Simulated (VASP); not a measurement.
## SnSe2: band structure with SCAN

SnSe2:

```
CELL_PARAMETERS angstrom
3.81100 0.00000 0.00000
-1.90550 3.30042 0.00000
0.00000 0.00000 6.13600
ATOMIC_POSITIONS crystal
Sn 0.00000 0.00000 0.00000
Se 0.66667 0.33333 0.75100
Se 0.33333 0.66667 0.24900
```

| Property | Result |
| --- | --- |
| Program | VASP 6.6.1 |
| Task | band structure |
| Functional | SCAN |
| Potentials or basis | VASP PAW PBE potentials, release 64 (Sn_d, Se) |
| Cutoff | 520 eV |
| k mesh | 8 × 8 × 5 |
| Occupations | fermi-dirac, width 0.05 eV |
| Spin | no spin polarisation |
| Further INCAR settings | ALGO = Normal; EDIFF = 1e-06 |

```json
{
 "Pressure": "3.4 GPa",
 "Largest force": "0.533 eV/Å",
 "Band gap on the k mesh": "1.05 eV, indirect (least direct gap 1.45 eV)",
 "Band gap along the path": "0.98 eV, indirect (least direct gap 1.45 eV)"
}
```

Forces in eV/Å, atoms in the order of the input:
```
Sn   0.000  0.000  0.000
Se   0.000  0.000 -0.533
Se   0.000  0.000  0.533
```

Stress tensor (GPa, compression positive):
```
2.98 0.00 0.00
0.00 2.98 0.00
0.00 0.00 4.34
```

Levels at the corners of the path, in eV from the valence-band top:
| point | band 11 | band 12 | band 13 | band 14 | band 15 | band 16 |
| --- | --- | --- | --- | --- | --- | --- |
| Γ | -0.44 | -0.44 | -0.04 | 1.40 | 3.36 | 4.95 |
| M | -2.81 | -1.22 | -0.35 | 1.35 | 4.21 | 5.84 |
| M | -2.81 | -1.22 | -0.35 | 1.35 | 4.21 | 5.84 |
| K | -3.48 | -1.57 | -1.57 | 1.62 | 7.09 | 7.09 |
| K | -3.48 | -1.57 | -1.57 | 1.62 | 7.09 | 7.09 |
| Γ | -0.44 | -0.44 | -0.04 | 1.40 | 3.36 | 4.95 |
| Γ | -0.44 | -0.44 | -0.04 | 1.40 | 3.36 | 4.95 |
| A | -0.87 | -0.29 | -0.29 | 2.73 | 3.33 | 4.68 |
| A | -0.87 | -0.29 | -0.29 | 2.73 | 3.33 | 4.68 |
| L | -2.06 | -0.87 | -0.74 | 1.07 | 4.65 | 5.23 |
| L | -2.06 | -0.87 | -0.74 | 1.07 | 4.65 | 5.23 |
| H | -3.86 | -0.41 | -0.41 | 2.77 | 5.17 | 5.17 |
| H | -3.86 | -0.41 | -0.41 | 2.77 | 5.17 | 5.17 |
| A | -0.87 | -0.29 | -0.29 | 2.73 | 3.33 | 4.68 |
| L | -2.06 | -0.87 | -0.74 | 1.07 | 4.65 | 5.23 |
| M | -2.81 | -1.22 | -0.35 | 1.35 | 4.21 | 5.84 |
| K | -3.48 | -1.57 | -1.57 | 1.62 | 7.09 | 7.09 |
| H | -3.86 | -0.41 | -0.41 | 2.77 | 5.17 | 5.17 |

Run time: 3.7 min on 1 thread of Intel(R) Xeon(R) 6975P-C (Granite Rapids) (shared host), peak memory 0.24 GiB.

Caveat: the PAW data sets were made with another functional, which shifts forces and pressure a little; spin-orbit coupling is left out, which moves the levels of the heavy elements.
